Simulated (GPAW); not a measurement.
GaN in GPAW: convergence with k mesh

GaN:

```
Ga N
1.0
     0.00000    2.13524    2.13524
     2.13524    0.00000    2.13524
     2.13524    2.13524    0.00000
Ga N
1 1
Direct
  0.00000 0.00000 0.00000
  0.50000 0.50000 0.50000
```

Measurements of this composition are mostly on another form, of space group No. 186.

- Program: GPAW 26.7.0
- Task: convergence study
- Functional: PBE
- Potentials or basis: GPAW PAW data sets (gpaw-data 1.2.1)
- Cutoff: 800 eV
- Basis: pw
- k mesh: 3 × 3 × 3
- Occupations: fermi-dirac, width 0.05 eV
- Spin: no spin polarisation

These are the settings of the first run; the series varies k mesh, with any setting tied to it.

Hardware: 1 thread of AMD EPYC 9R45 96-Core Processor (Zen 5), on a shared host.

Task: The values tried are 3 × 3 × 3, 4 × 4 × 4, 5 × 5 × 5, 6 × 6 × 6, 7 × 7 × 7, 8 × 8 × 8, 10 × 10 × 10, 12 × 12 × 12, 14 × 14 × 14, loosest first. From which on does the pressure stay within 0.1 GPa of the tightest run that finished?

Result: From 8 × 8 × 8 on.

```
      k mesh  energy less the tightest run, at zero smearing (meV/atom)  pressure (GPa)  gap on the mesh (eV)  SCF cycles  CPU time (s)  peak memory (GiB)
   3 × 3 × 3                                                     270.25            1.21                 2.111          10           2.3               0.13
   4 × 4 × 4                                                      72.94            1.06                 0.529          10           2.6               0.13
   5 × 5 × 5                                                      21.55            1.40                 1.156          10           2.8               0.14
   6 × 6 × 6                                                       7.15            1.65                 0.391          10           3.2               0.14
   7 × 7 × 7                                                       2.58            1.69                 0.808          10           3.4               0.14
   8 × 8 × 8                                                       0.98            1.77                 0.443          10             4               0.14
10 × 10 × 10                                                       0.15            1.80                 0.457          10           5.3               0.15
12 × 12 × 12                                                       0.03            1.80                 0.404          10           7.4               0.16
14 × 14 × 14                                                       0.00            1.80                 0.418          10            10               0.17
```

Against the tightest run, the energy stays within 1 meV/atom from 8 × 8 × 8 on. Not settled before the last step: the gap on the mesh (to 0.01 eV). Meshes of other sizes hit other points, so gaps and Fermi surfaces needn't settle smoothly. The tightest run that finished is the yardstick and may itself not be fully converged.
